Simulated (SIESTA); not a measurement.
# AlN (P6_3mc) in SIESTA: further runs, part 2 of 3

SIESTA 5.4.2. The steps go on from the part before.

**3. Band structure, WC**

Input file AlN.fdf:

```
SystemName                      AlN
SystemLabel                     AlN
NumberOfSpecies                 2
NumberOfAtoms                   4
%block ChemicalSpeciesLabel
  1  13 Al
  2   7 N
%endblock ChemicalSpeciesLabel

UseStructFile                   true

%block kgrid.MonkhorstPack
   10   0   0  0.0
    0  10   0  0.0
    0   0   6  0.0
%endblock kgrid.MonkhorstPack
XC.Functional                   GGA
XC.Authors                      WC
PAO.BasisSize                   DZP
PAO.EnergyShift                 0.003 Ry
Mesh.Cutoff                     800 Ry
OccupationFunction              FD
ElectronicTemperature           0.05 eV
MaxSCFIterations                120
SCF.MustConverge                false
SCF.Mixer.Method                Pulay
SCF.Mixer.Weight                0.25
SCF.Mixer.History               8
SCF.DM.Tolerance                5.0e-05
SCF.H.Tolerance                 1.0e-03 eV
WriteForces                     true
Charge.Mulliken                 end
Charge.Hirshfeld                end
Charge.Voronoi                  end
SaveRho                         true
SaveElectrostaticPotential      true
BandLinesScale                  ReciprocalLatticeVectors
%block BandLines
    1    0.000000   0.000000   0.000000  \Gamma
   11    0.500000   0.000000   0.000000  M
    7    0.333333   0.333333   0.000000  K
   13    0.000000   0.000000   0.000000  \Gamma
    6    0.000000   0.000000   0.500000  A
   11    0.500000   0.000000   0.500000  L
    7    0.333333   0.333333   0.500000  H
   13    0.000000   0.000000   0.500000  A
    1    0.500000   0.000000   0.500000  L
    6    0.500000   0.000000   0.000000  M
    1    0.333333   0.333333   0.000000  K
    6    0.333333   0.333333   0.500000  H
%endblock BandLines
```

Input file AlN.STRUCT_IN:

```
   3.1130000000     0.0000000000     0.0000000000
  -1.5565000000     2.6959370820     0.0000000000
   0.0000000000     0.0000000000     4.9810000000
4
1  13    0.6666666667     0.3333333333     0.5000000000
1  13    0.3333333333     0.6666666667     0.0000000000
2   7    0.6666666667     0.3333333333     0.8800000000
2   7    0.3333333333     0.6666666667     0.3800000000
```

Potentials or basis: PseudoDojo 0.4 standard (PBEsol files), DZP (energy shift 0.003 Ry).

Command:

```bash
> siesta AlN.fdf > AlN.out 2>&1
```

AlN.out:

```text
Version         : 5.4.2

[... 6 lines left out ...]
 NOTE: Please see the manual for full details and compatibility measures.

reinit: Reading from file AlN.fdf

reinit: -----------------------------------------------------------------------
reinit: System Name: AlN
reinit: -----------------------------------------------------------------------
reinit: System Label: AlN
reinit: -----------------------------------------------------------------------

initatom: Reading input for the pseudopotentials and atomic orbitals ----------
Species number:   1 Atomic number:   13 Label: Al
Species number:   2 Atomic number:    7 Label: N

Ground state valence configuration (from tables):   3s02  3p01  3d00  4f00
Ground state valence configuration (from tables):   2s02  2p03  3d00  4f00

---- Processing specs for species: Al
Reading pseudopotential information in PSML from:
  Al.psml
PSML file version: 1.1
Using libxc ids:  116 133
GGA--PBEsol XC_GGA_X_PBE_SOL--XC_GGA_C_PBE_SOL ps

---- Processing specs for species: N
Reading pseudopotential information in PSML from:
  N.psml
PSML file version: 1.1
Using libxc ids:  116 133
GGA--PBEsol XC_GGA_X_PBE_SOL--XC_GGA_C_PBE_SOL ps

---- Pseudopotential check for Al

Pseudized shells:
3s( 2.00) rc: 1.75
3p( 1.00) rc: 1.75
3d( 0.00) rc: 1.70
Valence configuration for ps generation: 3s:3p: Total charge:   3.000000

---- Pseudopotential check for N

Pseudized shells:
2s( 2.00) rc: 1.20
2p( 3.00) rc: 1.35
Valence configuration for ps generation: 2s:2p: Total charge:   5.000000
For Al, standard SIESTA heuristics set lmxkb to 3
 (one more than the basis l, including polarization orbitals).
Use PS.lmax or PS.KBprojectors blocks to override.
[... 569 lines left out ...]
siesta:      4   -0.000005    0.000003    0.135657
siesta: ----------------------------------------
siesta:    Tot   -0.000000   -0.000000    0.000602

siesta: Stress tensor (static) (eV/Ang**3):
siesta:    -0.009715   -0.000001    0.000000
siesta:    -0.000001   -0.009715    0.000000
siesta:    -0.000000    0.000000   -0.020466

siesta: Cell volume =         41.802804 Ang**3

siesta: Pressure (static):
siesta:                Solid            Molecule  Units
siesta:           0.00014484          0.00010029  Ry/Bohr**3
siesta:           0.01329843          0.00920792  eV/Ang**3
siesta:          21.30643958         14.75271562  kBar

Basis Enthalpy Calculation:
    Basis Pressure for species 1(Al) :      0.2000000 GPa
    Basis Pressure for species 2(N) :      0.2000000 GPa

    Orbital volume contribution        =           4.423729 eV
    (Free)E + p_basis*V_orbitals       =        -690.820230 eV
    (Free)Eharris+ p_basis*V_orbitals  =        -690.820230 eV

mulliken: Atomic and Orbital Populations:

Species: Al
Atom  Qatom  Qorb
               3s      3s      3py     3pz     3px     3py     3pz     3px
               3Pdxy   3Pdyz   3Pdz2   3Pdxz   3Pdx2-y2
   1  2.733   0.375   0.312  -0.302  -0.365  -0.302   0.673   0.658   0.673
              0.205   0.200   0.201   0.200   0.205
   2  2.733   0.375   0.312  -0.302  -0.365  -0.302   0.673   0.658   0.673
              0.205   0.200   0.201   0.200   0.205

Species: N
Atom  Qatom  Qorb
               2s      2s      2py     2pz     2px     2py     2pz     2px
               3Pdxy   3Pdyz   3Pdz2   3Pdxz   3Pdx2-y2
   3  5.267   1.441   0.084   0.765   0.866   0.765   0.471   0.385   0.471
              0.004   0.004   0.004   0.004   0.004
   4  5.267   1.441   0.084   0.765   0.866   0.765   0.471   0.385   0.471
              0.004   0.004   0.004   0.004   0.004

mulliken: Qtot =       16.000

Mulliken Atomic Populations:
Atom #   charge [q] valence [e]  Species
     1     0.266514    2.733486  Al
     2     0.266514    2.733486  Al
     3    -0.266514    5.266514  N
     4    -0.266514    5.266514  N
 Total     0.000000

Hirshfeld Atomic Populations:
Atom #   charge [q] valence [e]  Species
     1     0.339623    2.660377  Al
     2     0.339623    2.660377  Al
     3    -0.339623    5.339623  N
     4    -0.339623    5.339623  N
 Total    -0.000000

Voronoi Atomic Populations:
Atom #   charge [q] valence [e]  Species
     1     0.433941    2.566059  Al
     2     0.433941    2.566059  Al
     3    -0.433942    5.433942  N
     4    -0.433942    5.433942  N
 Total    -0.000000

Job completed
```

Run time: 5.3 min. Hardware: 1 thread of Intel Xeon Platinum 8259CL at 2.50GHz (Skylake/Cascade Lake), shared host; peak memory 0.52 GiB.

Results:

```
Free energy             : -695.2440 eV
Pressure                : 2.1 GPa
Largest force           : 0.136 eV/Å
Band gap on the k mesh  : 4.29 eV, direct
Band gap along the path : 4.29 eV, direct
Hirshfeld charges       : Al +0.34; N -0.34 e
Voronoi charges         : Al +0.43; N -0.43 e
```

Forces on the atoms (eV/Å):
```
Al   0.000  0.000 -0.135
Al   0.000  0.000 -0.135
N    0.000  0.000  0.136
N    0.000  0.000  0.136
```

Stress tensor (GPa, compression positive):
```
1.56 0.00 0.00
0.00 1.56 0.00
0.00 0.00 3.28
```

Levels at the corners of the path, in eV from the valence-band top:
```csv
point,band 5,band 6,band 7,band 8,band 9,band 10,band 11,band 12
Γ,-0.88,-0.25,-0.25,0.00,4.29,6.67,10.84,11.01
M,-3.43,-2.16,-1.86,-0.73,5.64,5.66,8.30,10.21
K,-3.84,-2.52,-2.47,-2.47,4.85,8.20,9.66,9.66
Γ,-0.88,-0.25,-0.25,0.00,4.29,6.67,10.84,11.01
A,-0.58,-0.58,-0.58,-0.58,6.54,6.54,10.43,10.43
L,-1.52,-1.52,-1.43,-1.43,5.20,5.20,9.24,9.24
H,-3.96,-3.96,-0.86,-0.86,7.30,7.30,7.79,7.79
A,-0.58,-0.58,-0.58,-0.58,6.54,6.54,10.43,10.43
L,-1.52,-1.52,-1.43,-1.43,5.20,5.20,9.24,9.24
M,-3.43,-2.16,-1.86,-0.73,5.64,5.66,8.30,10.21
K,-3.84,-2.52,-2.47,-2.47,4.85,8.20,9.66,9.66
H,-3.96,-3.96,-0.86,-0.86,7.30,7.30,7.79,7.79
```

Caveat: Mulliken charges of long-ranged orbitals can have an unphysical sign; the potentials were made for another functional, which shifts forces and pressure; the basis of atomic orbitals isn't converged, which shifts pressures, moduli and gaps.

(Part 2 of 3 ends here.)
